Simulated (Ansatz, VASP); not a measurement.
## Ti15O32 (V_Ti): VASP beside Ansatz

Aim: how closely do two programs agree when they are given the same cell, functional and k mesh? The structure shown is the end of the Ansatz relaxation below.

Calculated with Ansatz 0.2.0; plane waves, with VASP 6.6.1 beside it; LDA.

## 1. Starting point

The cell holds 47 atoms: 15 Ti and 32 O. Cell: a = 7.478 Å, b = 7.478 Å, c = 9.458 Å, α = 90.0°, β = 90.0°, γ = 90.0°. It derives from TiO2 (TiO2 (I4_1/amd)). Nearest the centre at fractional (0.750, 0.250, 0.500): O45 at 1.92 Å, O16 at 1.95 Å, O32 at 1.96 Å, O37 at 2.18 Å, O35 at 2.31 Å, O39 at 2.46 Å, Ti10 at 2.86 Å, Ti3 at 2.87 Å.

Coordinates:

```xyz
47
Lattice="7.4781 0.0000 0.0000 0.0000 7.4781 0.0000 0.0000 0.0000 9.4576" Properties=species:S:1:pos:R:3 pbc="T T T"
Ti    0.0143    0.0130    0.0286
Ti    1.8630    1.8566    4.6732
Ti    7.4412    1.8631    2.5144
Ti    1.8643    0.0027    7.0864
Ti    7.4550    3.7237    9.4494
Ti    1.8745    5.6048    4.7309
Ti    0.0178    5.6020    2.3477
Ti    1.8626    3.7310    7.0666
Ti    3.7304    0.0253    0.0399
Ti    3.7939    1.8768    2.5217
Ti    5.6046    0.1386    7.1814
Ti    3.7560    3.7331    9.4407
Ti    5.6132    5.4447    4.6467
Ti    3.7258    5.6168    2.3526
Ti    5.6015    3.6800    6.9766
O     0.0280    1.7544    4.2879
O     1.8710    0.0343    9.1087
O     0.0080    0.0033    1.9906
O     1.8587    1.8659    6.7104
O     0.0098    1.8775    0.3023
O     1.8742    7.4583    5.1388
O     0.0163    7.4543    7.5296
O     1.8752    1.9516    2.6773
O     0.0211    5.5682    4.3000
O     1.8619    3.6927    9.0541
O     7.4692    3.7371    1.9723
O     1.8601    5.6065    6.6981
O     0.0599    5.6067    0.3911
O     1.8693    3.7312    5.1192
O     7.4632    3.8135    7.4619
O     1.8737    5.6211    2.7327
O     3.7020    1.7830    4.2966
O     5.6077    7.4355    9.1522
O     3.7477    0.0130    1.9952
O     5.5905    1.8897    7.0356
O     3.7245    1.8861    0.3106
O     5.6794    7.2514    5.3178
O     3.7212    7.4652    7.5230
O     5.6128    1.9313    2.2664
O     3.7294    5.5718    4.3048
O     5.6018    3.7944    9.1025
O     3.7426    3.7450    1.9842
O     5.5595    5.6775    6.6953
O     3.6800    5.6143    0.3981
O     5.6387    3.7399    5.1598
O     3.7365    3.8187    7.4693
O     5.6136    5.5924    2.7058
```

## 2. Ansatz: relaxation, LDA

Ansatz runs on its default PAW (the set named soft_2) files.

This run makes the geometry at which the two programs are then compared.

The input, input.yaml:

```yaml
crystal:
  lattice:
    - [3.73903267, 0.0, 0.0]
    - [0.0, 3.73903267, 0.0]
    - [0.0, 0.0, 9.45758532]
  atoms:
    - { symbol: Ti, position: [0.0, 0.0, 0.0] }
    - { symbol: Ti, position: [0.5, 0.5, 0.5] }
    - { symbol: Ti, position: [0.0, 0.5, 0.25] }
    - { symbol: Ti, position: [0.5, 0.0, 0.75] }
    - { symbol: O, position: [0.0, 0.5, 0.45794644] }
    - { symbol: O, position: [0.5, 0.0, 0.95794644] }
    - { symbol: O, position: [0.0, 0.0, 0.20794644] }
    - { symbol: O, position: [0.5, 0.5, 0.70794644] }
    - { symbol: O, position: [0.0, 0.5, 0.04205356] }
    - { symbol: O, position: [0.5, 0.0, 0.54205356] }
    - { symbol: O, position: [0.0, 0.0, 0.79205356] }
    - { symbol: O, position: [0.5, 0.5, 0.29205356] }
  supercell: [2, 2, 1]
  defects: [{ vacancy: 25 }]
basis:
  ecutwfc: 420
  xc_grid: 2
hamiltonian:
  xc: lda
kpoints:
  mp_grid: { grid: [1, 1, 1], shift: [0.25, 0.25, 0.25] }
magnetization:
  spin_polarized: true
  initial_magnetization: 2
  spin_locking: { lock_magnetization: hard }
scf:
  occupations: { method: fixed }
  max_iter: 100
output:
  forces: true
  charged_corrections:
    epsilon: [6.87, 6.87, 6.27]
    static_epsilon: [53.34, 53.34, 27.44]
relax:
  f_tol: 0.02
  max_steps: 80
  random_displacement: { amplitude: 0.05, seed: 8669 }
checkpoint:
  write: "../q0_M2.relax.run"
  compress: false
  write_wavefunctions: true
  write_every: 100000
```

On the command line:

```sh
ansatz run input.yaml --threads 4 --pin off --max-ram 6594MiB --backend cpu --events-out ev --progress --plain --runs-dir out
```

Numbers of over 12 decimals in the logs are rounded to 6 here.

The log of the run:

```text
Engine: ansatz 0.2.0, aarch64-unknown-linux-gnu
Pseudopotentials: kind: paw
Pseudopotential: Ti, paw, valence charge 12, recommended cutoff 420 eV (normal), Ti.paw.azcp
Pseudopotential: O, paw, valence charge 6, recommended cutoff 420 eV (normal), O.paw.azcp
Functional definition: SPW92
  exchange = slater_x
  correlation = pw_c
Crystal: 47 atoms, lattice volume = 528.882 Å³
Basis set: ecut = 420 eV, 10375 PW (Γ), exchange–correlation on 100×100×128 points (8 copies of the dense FFT grid, shifted against one another)
Bands: 234, of which v1, the nominal top of the filled ones, is band 186 counted from 1 (185 counted from 0)
Symmetry: 1 space group operations
k-points: 1
Non-local potential: Ti, projectors of the file, l = 0: 3, l = 1: 2, l = 2: 3, l = 3: 1
Non-local potential: O, projectors of the file, l = 0: 2, l = 1: 2, l = 2: 1
PAW form: soft (Blöchl's): semilocal exchange-correlation on the pseudo side does not see the compensation charge
PAW frozen core: Ti, regenerated for the run's functional, and the local potential with it (the file was generated under x = pbe(κ = 0.804, μ = 0.219515), c = pbe(β = 0.066725))
PAW frozen core: O, regenerated for the run's functional, and the local potential with it (the file was generated under x = pbe(κ = 0.804, μ = 0.219515), c = pbe(β = 0.066725))
PAW one-centre angular grid: Ti, 590 points (default); XC on 64 Gauss nodes
PAW one-centre angular grid: O, 110 points (default); XC on 64 Gauss nodes
Initial density: superposition of atomic densities (chi_scale 0.1, normalization cell, long waves kept (reshape's long-wave potential 0.47 eV rms))
Starting moments: Σ|m| = 2 μB on 47 of 47 sites
Initial wavefunctions: pseudopotential atomic-orbital guess
Functional: x = slater, c = lda
SCF iter   1: F=—  HF=-54586.869075 eV  |F-HF|=—  |Δ(HF+E_count)|=         —  Δρ=5.34e-2 (↑4.15e-2 ↓5.34e-2)  dr2=8.10e1  dr2_m=3.84e-1  M=2.000 μB ∫|m|=2.055 μB  β_m=0.30  ethr=3.10e-3  ⟨swp⟩=4.0  Hψ=1430  notcnv=0  defer=86
preconditioner: auto → Resta (q_TF=auto, 2.573 Å⁻¹)  ε∞=8.2  [insulator: Δε(μ)=0.059 eV  Ē_g=9.580 eV  n_scr=138 (ndim 8)  ℏωp=25.6 eV  f_vac=0.000  ε∞_Penn≈8.2]
spin=Collinear: Resta preconditioning applied to the charge; magnetization (m = ρ↑ − ρ↓) channel mixes plain (no charge-response kernel on spin).
SCF iter   2: F=—  HF=-54578.552340 eV  |F-HF|=—  |Δ(HF+E_count)|=    8.32e0  Δρ=2.79e-2 (↑2.78e-2 ↓2.79e-2)  dr2=1.90e1  dr2_m=3.81e-1  M=2.000 μB ∫|m|=2.073 μB  β_m=0.33  ethr=3.10e-3  ⟨swp⟩=3.0  Hψ=714  notcnv=0  defer=90
SCF iter   3: F=—  HF=-54578.172207 eV  |F-HF|=—  |Δ(HF+E_count)|=   3.80e-1  Δρ=3.83e-2 (↑2.62e-2 ↓3.83e-2)  dr2=3.18e1  dr2_m=5.55e-1  M=2.000 μB ∫|m|=2.150 μB  β_m=0.33  ethr=3.10e-3  ⟨swp⟩=2.5  Hψ=699  notcnv=0  defer=92
SCF iter   4: F=—  HF=-54576.628346 eV  |F-HF|=—  |Δ(HF+E_count)|=    1.54e0  Δρ=3.02e-2 (↑2.13e-2 ↓3.02e-2)  dr2=2.05e1  dr2_m=3.19e-1  M=2.000 μB ∫|m|=2.177 μB  β_m=0.30  ethr=3.10e-3  ⟨swp⟩=2.0  Hψ=592  notcnv=0  defer=90
SCF iter   5: F=—  HF=-54575.896523 eV  |F-HF|=—  |Δ(HF+E_count)|=   7.32e-1  Δρ=2.75e-2 (↑1.85e-2 ↓2.75e-2)  dr2=1.43e1  dr2_m=2.35e-1  M=2.000 μB ∫|m|=2.197 μB  β_m=0.23  ethr=3.10e-3  ⟨swp⟩=2.0  Hψ=509  notcnv=0  defer=91
SCF iter   6: F=—  HF=-54574.985865 eV  |F-HF|=—  |Δ(HF+E_count)|=   9.11e-1  Δρ=1.83e-2 (↑1.18e-2 ↓1.83e-2)  dr2=5.75e0  dr2_m=1.95e-1  M=2.000 μB ∫|m|=2.466 μB  β_m=0.62  ethr=3.10e-3  ⟨swp⟩=2.0  Hψ=388  notcnv=0  defer=89
SCF iter   7: F=—  HF=-54575.600359 eV  |F-HF|=—  |Δ(HF+E_count)|=   6.14e-1  Δρ=3.77e-2 (↑1.58e-2 ↓3.77e-2)  dr2=1.90e1  dr2_m=7.93e-1  M=2.000 μB ∫|m|=2.345 μB  β_m=0.42  ethr=1.55e-3  ⟨swp⟩=3.0  Hψ=700  notcnv=0  defer=90  recentre
SCF iter   8: F=—  HF=-54574.808182 eV  |F-HF|=—  |Δ(HF+E_count)|=   7.92e-1  Δρ=1.68e-2 (↑1.28e-2 ↓1.68e-2)  dr2=5.35e0  dr2_m=2.06e-1  M=2.000 μB ∫|m|=2.337 μB  β_m=0.40  ethr=1.55e-3  ⟨swp⟩=2.0  Hψ=583  notcnv=0  defer=89
SCF iter   9: F=—  HF=-54574.663244 eV  |F-HF|=—  |Δ(HF+E_count)|=   1.45e-1  Δρ=1.21e-2 (↑8.60e-3 ↓1.21e-2)  dr2=2.11e0  dr2_m=1.79e-1  M=2.000 μB ∫|m|=2.408 μB  β_m=0.43  ethr=1.44e-3  ⟨swp⟩=1.5  Hψ=503  notcnv=0  defer=88
SCF iter  10: F=—  HF=-54574.701297 eV  |F-HF|=—  |Δ(HF+E_count)|=   3.81e-2  Δρ=1.39e-2 (↑1.04e-2 ↓1.39e-2)  dr2=2.59e0  dr2_m=2.23e-1  M=2.000 μB ∫|m|=3.205 μB  β_m=0.39  ethr=5.68e-4  ⟨swp⟩=2.0  Hψ=396  notcnv=0  defer=91
SCF iter  11: F=—  HF=-54574.721055 eV  |F-HF|=—  |Δ(HF+E_count)|=   1.98e-2  Δρ=1.24e-2 (↑7.14e-3 ↓1.24e-2)  dr2=1.05e0  dr2_m=3.12e-1  M=2.000 μB ∫|m|=3.301 μB  β_m=0.32  ethr=5.68e-4  ⟨swp⟩=2.0  Hψ=398  notcnv=0  defer=88
SCF iter  12: F=—  HF=-54574.743969 eV  |F-HF|=—  |Δ(HF+E_count)|=   2.29e-2  Δρ=1.25e-2 (↑6.50e-3 ↓1.25e-2)  dr2=6.85e-1  dr2_m=3.19e-1  M=2.000 μB ∫|m|=3.431 μB  β_m=0.28  ethr=2.82e-4  ⟨swp⟩=2.0  Hψ=506  notcnv=0  defer=91
[...]
atom  45  O     -0.00063743     0.00064508     0.00048188
  atom  46  O     -0.00290955    -0.00114931     0.00042276
  atom  47  O     -0.00286180     0.00077150     0.00296960
  max |Σ_I F_I| component: 3.46e-5 eV/Å
--- Band table (eV) ---
  k-point 0 ↑: bands = [... 182 lower, 6.2854, 6.3431, 6.3837, 6.4308, 6.5354, 6.7398, 9.5076, 9.6068, ... 44 higher]
  k-point 0 ↓: bands = [... 182 lower, 6.3985, 6.4672, 6.5498, 6.7217, 6.7622, 7.3981, 9.5137, 9.6136, ... 44 higher]
--- Relaxed structure (20 steps of the walk, 16 accepted, 0 SCFs on fresh bases) ---
  F+E_penalty+E_count = -54576.83852932 eV   max|allowed force component| = 9.412e-3 eV/Å
  atoms:
    - { symbol: Ti, position: [0.00190875, 0.00174087, 0.00302715] }
    - { symbol: Ti, position: [0.249133, 0.248273, 0.494123] }
    - { symbol: Ti, position: [-0.00492844, 0.249142, 0.265859] }
    - { symbol: Ti, position: [0.249299, 0.000360528, 0.749278] }
    - { symbol: O, position: [0.00374123, 0.234606, 0.453383] }
    - { symbol: O, position: [0.250200, 0.00458569, 0.963113] }
    - { symbol: O, position: [0.00107221, 0.000442419, 0.210481] }
    - { symbol: O, position: [0.248548, 0.249519, 0.709524] }
    - { symbol: O, position: [0.00131691, 0.251064, 0.031963] }
    - { symbol: O, position: [0.250623, -0.00264417, 0.543357] }
    - { symbol: O, position: [0.00217794, -0.00318071, 0.796147] }
    - { symbol: O, position: [0.250761, 0.260971, 0.283080] }
    - { symbol: Ti, position: [-0.00308849, 0.497944, -0.00086614] }
    - { symbol: Ti, position: [0.250672, 0.749502, 0.500221] }
    - { symbol: Ti, position: [0.00238435, 0.749124, 0.248239] }
    - { symbol: Ti, position: [0.249078, 0.498932, 0.747191] }
    - { symbol: O, position: [0.00281645, 0.744598, 0.454664] }
    - { symbol: O, position: [0.248988, 0.493809, 0.957339] }
    - { symbol: O, position: [-0.00118039, 0.499737, 0.208546] }
    - { symbol: O, position: [0.248747, 0.749724, 0.708222] }
    - { symbol: O, position: [0.00800873, 0.749755, 0.041357] }
    - { symbol: O, position: [0.249975, 0.498959, 0.541277] }
    - { symbol: O, position: [-0.00198326, 0.509961, 0.788986] }
    - { symbol: O, position: [0.250558, 0.751683, 0.288944] }
    - { symbol: Ti, position: [0.498850, 0.00338143, 0.00422033] }
    - { symbol: Ti, position: [0.507340, 0.250970, 0.266631] }
    - { symbol: Ti, position: [0.749478, 0.018528, 0.759329] }
    - { symbol: O, position: [0.495051, 0.238432, 0.454303] }
    - { symbol: O, position: [0.749888, -0.00569498, 0.967711] }
    - { symbol: O, position: [0.501161, 0.0017442, 0.210964] }
    - { symbol: O, position: [0.747592, 0.252693, 0.743906] }
    - { symbol: O, position: [0.498055, 0.252224, 0.032839] }
    - { symbol: O, position: [0.759471, -0.030305, 0.562280] }
    - { symbol: O, position: [0.497618, -0.00171877, 0.795447] }
    - { symbol: O, position: [0.750569, 0.258265, 0.239635] }
    - { symbol: Ti, position: [0.502267, 0.499208, -0.00178785] }
    - { symbol: Ti, position: [0.750627, 0.728087, 0.491320] }
    - { symbol: Ti, position: [0.498233, 0.751109, 0.248751] }
    - { symbol: Ti, position: [0.749063, 0.492106, 0.737668] }
    - { symbol: O, position: [0.498716, 0.745079, 0.455166] }
    - { symbol: O, position: [0.749097, 0.507402, 0.962450] }
    - { symbol: O, position: [0.500478, 0.500794, 0.209796] }
    - { symbol: O, position: [0.743438, 0.759219, 0.707926] }
    - { symbol: O, position: [0.492110, 0.750770, 0.042090] }
    - { symbol: O, position: [0.754038, 0.500113, 0.545569] }
    - { symbol: O, position: [0.499663, 0.510653, 0.789768] }
    - { symbol: O, position: [0.750678, 0.747839, 0.286098] }
```

## 3. VASP: single point, LDA, pair 1

The same cell, functional (in two slightly different forms) and mesh now go to VASP, with its own data sets.

Lines of VASP's logs that name or quote its potential files are left out, and so is its time.

The input, INCAR:

```
SYSTEM = Ti15O32
PREC = Accurate
ENCUT = 520
EDIFF = 1E-06
NELM = 200
ISMEAR = 0
SIGMA = 0.01
LREAL = Auto
ALGO = Normal
GGA = PW92
NBANDS = 224
ISPIN = 2
MAGMOM = 0.01 -0.01 -0.01 -0.01 0.01 -0 -0.01 -0.01 0.01 -0.01 -0.02 0.01 -0.02 -0.01 -0 0.04 -0.06 0.08 0.05 -0.13 0.02 0.03 0.06 0.03 -0.06 0.1 0.01 -0.01 0.02 0.08 0.05 0.03 -0.03 0.06 0.04 -0.13 0.64 0.06 0.08 0.01 -0.04 0.15 0.51 -0 0.05 0.06 0.08
LASPH = .TRUE.
LMAXMIX = 4
LORBIT = 11
LWAVE = .FALSE.
LCHARG = .FALSE.
ISIF = 2
ISYM = 0
NUPDOWN = 2
GGA_COMPAT = .FALSE.
NCORE = 2
```

The input, POSCAR:

```
Ti15O32
1.0
    7.4780653400      0.0000000000      0.0000000000
    0.0000000000      7.4780653400      0.0000000000
    0.0000000000      0.0000000000      9.4575853200
Ti O
15 32
Direct
    0.0019087510      0.0017408713      0.0030271471
    0.2491330169      0.2482725560      0.4941233220
    0.9950715554      0.2491419165      0.2658594779
    0.2492992072      0.0003605275      0.7492777597
    0.9969115145      0.4979435946      0.9991338604
    0.2506722536      0.7495017720      0.5002212022
    0.0023843537      0.7491236053      0.2482389655
    0.2490781820      0.4989319063      0.7471914060
    0.4988504433      0.0033814332      0.0042203275
    0.5073396774      0.2509697240      0.2666312197
    0.7494776306      0.0185278888      0.7593293480
    0.5022674842      0.4992080056      0.9982121492
    0.7506267268      0.7280867634      0.4913200737
    0.4982332525      0.7511088353      0.2487511924
    0.7490627722      0.4921061097      0.7376684637
    0.0037412284      0.2346061737      0.4533828472
    0.2502004791      0.0045856940      0.9631127536
    0.0010722083      0.0004424194      0.2104805841
    0.2485476741      0.2495192307      0.7095242537
    0.0013169058      0.2510636065      0.0319626474
    0.2506232956      0.9973558303      0.5433569056
    0.0021779406      0.9968192900      0.7961468066
    0.2507611152      0.2609713138      0.2830799821
    0.0028164504      0.7445983882      0.4546643386
    0.2489881151      0.4938087345      0.9573389736
    0.9988196058      0.4997367956      0.2085461225
    0.2487468164      0.7497239440      0.7082219824
    0.0080087331      0.7497548508      0.0413565257
    0.2499747874      0.4989588560      0.5412768019
    0.9980167382      0.5099606622      0.7889858563
    0.2505584337      0.7516825505      0.2889443071
    0.4950509214      0.2384315527      0.4543030053
    0.7498880656      0.9943050162      0.9677114656
    0.5011610227      0.0017442017      0.2109636375
    0.7475915947      0.2526933117      0.7439063122
    0.4980545933      0.2522240036      0.0328389453
    0.7594713449      0.9696954856      0.5622795388
    0.4976182548      0.9982812300      0.7954473883
    0.7505691347      0.2582650088      0.2396345381
    0.4987163994      0.7450792371      0.4551663553
    0.7490974332      0.5074021659      0.9624498657
    0.5004781464      0.5007943209      0.2097964266
    0.7434378906      0.7592190466      0.7079258496
    0.4921097384      0.7507701895      0.0420897285
    0.7540377511      0.5001125953      0.5455688025
    0.4996634887      0.5106527496      0.7897676585
    0.7506781194      0.7478385474      0.2860984605
```

The input, KPOINTS:

```
Points of the shifted mesh
1
Reciprocal
 0.2500000000  0.2500000000  0.2500000000 1
```

PAW data sets: Ti_sv and O (LDA family, release 64).

On the command line:

```sh
mpirun -np 8 vasp_std
```

The log of the run:

```text
[banner, memory and clock lines left out]
running    8 mpi-ranks, on    1 nodes
[...]
|                                                                             |
|               ----> ADVICE to this user running VASP <----                  |
|                                                                             |
|     You enforced a specific xc type in the INCAR file but a different       |
|     [... a line on the potential file left out ...]
|     I HOPE YOU KNOW WHAT YOU ARE DOING!                                     |
|                                                                             |

 LDA part: xc-table for (Slater(with rela. corr.)+PW92), standard interpolation
 POSCAR, INCAR and KPOINTS ok, starting setup
[...]
entering main loop
       N       E                     dE             d eps       ncg     rms          rms(c)
DAV:   1     0.624176518561E+04    0.62418E+04   -0.18015E+05   896   0.194E+03
DAV:   2     0.880128216888E+03   -0.53616E+04   -0.51143E+04   896   0.616E+02
DAV:   3    -0.430689340346E+03   -0.13108E+04   -0.12679E+04  1072   0.268E+02
DAV:   4    -0.553375807175E+03   -0.12269E+03   -0.12184E+03  1264   0.897E+01
[...]
DAV:   8    -0.447916414199E+03    0.45987E+00   -0.35035E+01  1328   0.145E+01    0.178E+01
DAV:   9    -0.447212963134E+03    0.70345E+00   -0.28551E+01  1352   0.126E+01    0.127E+01
DAV:  10    -0.446041406007E+03    0.11716E+01   -0.88706E+00  1312   0.697E+00    0.777E+00
[... 109 further cycles ...]
DAV: 120    -0.445694561606E+03    0.29337E-04   -0.10372E-05   584   0.417E-03    0.155E-01
DAV: 121    -0.445693977138E+03    0.58447E-03   -0.35600E-03  1160   0.776E-02    0.181E-01
DAV: 122    -0.445694106672E+03   -0.12953E-03   -0.17232E-04   984   0.264E-02    0.167E-01
DAV: 123    -0.445694170809E+03   -0.64137E-04   -0.52961E-05  1064   0.106E-02    0.165E-01
[...]
DAV: 127    -0.445694783071E+03    0.11625E-04   -0.25424E-05   904   0.123E-02    0.155E-01
DAV: 128    -0.445694759264E+03    0.23807E-04   -0.82052E-06   624   0.432E-03    0.155E-01
DAV: 129    -0.445694759435E+03   -0.17131E-06   -0.44020E-07   496   0.196E-03
   1 F= -.44569476E+03 E0= -.44569476E+03  d E =-.938133E-10  mag=     2.0000
```

Parts of OUTCAR (step 3):

```text
  Total        8.1625755      8.4424400      4.0899582      1.0334689      0.5226082      0.1130053
  in kB       24.7274318     25.5752439     12.3899819      3.1307558      1.5831716      0.3423344
  external PRESSURE =      20.8975526 kB  Pullay stress =       0.0000000 kB

 POSITION                                       TOTAL-FORCE (eV/Angst)
 -----------------------------------------------------------------------------------
      0.01427      0.01302      0.02863        -0.026267      0.012000      0.040902
      1.86303      1.85660      4.67321        -0.051681     -0.001955     -0.007885
      7.44121      1.86310      2.51439         0.205329      0.010803     -0.174130
      1.86428      0.00270      7.08636         0.047248      0.026597      0.047839
      7.45497      3.72365      9.44939         0.014146      0.003190     -0.051984
      1.87454      5.60482      4.73088         0.027960     -0.034760     -0.080950
      0.01783      5.60200      2.34774        -0.010606     -0.043009      0.028568
      1.86262      3.73105      7.06663        -0.218843     -0.030744      0.090052
      3.73044      0.02529      0.03991         0.014086     -0.016994      0.017228
      3.79392      1.87677      2.52169        -0.178270     -0.025660     -0.178824
      5.60464      0.13855      7.18142        -0.053609     -0.418368     -0.276170
      3.75599      3.73311      9.44068        -0.047000      0.009503      0.136501
      5.61324      5.44468      4.64670         0.005141      0.261411      0.127304
      3.72582      5.61684      2.35259         0.022436      0.027476      0.005407
[...]
-----------------------------------------------------------------------------------
    total drift:                                0.019231     -0.004707      0.054584

  FREE ENERGIE OF THE ION-ELECTRON SYSTEM (eV)
  ---------------------------------------------------
  free  energy   TOTEN  =      -445.6947594354 eV

  energy  without entropy=     -445.6947594353  energy(sigma->0) =     -445.69475944

 magnetization (x)
# of ion       s       p       d       tot
------------------------------------------
    1       -0.001  -0.001  -0.012  -0.014
    2       -0.000   0.002   0.002   0.004
    3       -0.001  -0.001  -0.026  -0.028
    4        0.000   0.000   0.005   0.006
    5       -0.001  -0.001  -0.015  -0.017
    6       -0.000   0.000   0.000   0.000
    7       -0.001  -0.001  -0.013  -0.015
    8        0.000   0.001   0.005   0.006
    9       -0.000  -0.001  -0.010  -0.011
   10       -0.001  -0.002  -0.027  -0.030
   11       -0.000   0.002  -0.011  -0.010
   12       -0.001  -0.001  -0.011  -0.013
   13       -0.001   0.001  -0.010  -0.011
[...]
--------------------------------------------------
tot          0.025   1.785  -0.132   1.678

[... 3 further parts left out ...]
[key lines of the parts left out:]
E-fermi :   2.8391
```

The run ends at a pressure of 2.09 GPa, with forces up to 0.50 eV/Å.

(Part 1 of 3 ends here.)

[Lines on the potential files, build, host, timing and source positions are cut from VASP's logs without a mark.]

[Logs are printed without paths, hosts, clocks, repeated set-up lines and the standing remarks that a program may print on its own settings, such as how far it seeks lower states.]

[Hosts, paths, dates, database ids (printed as entryN), source tags and the programs' standing remarks are cut or masked in the printed files.]
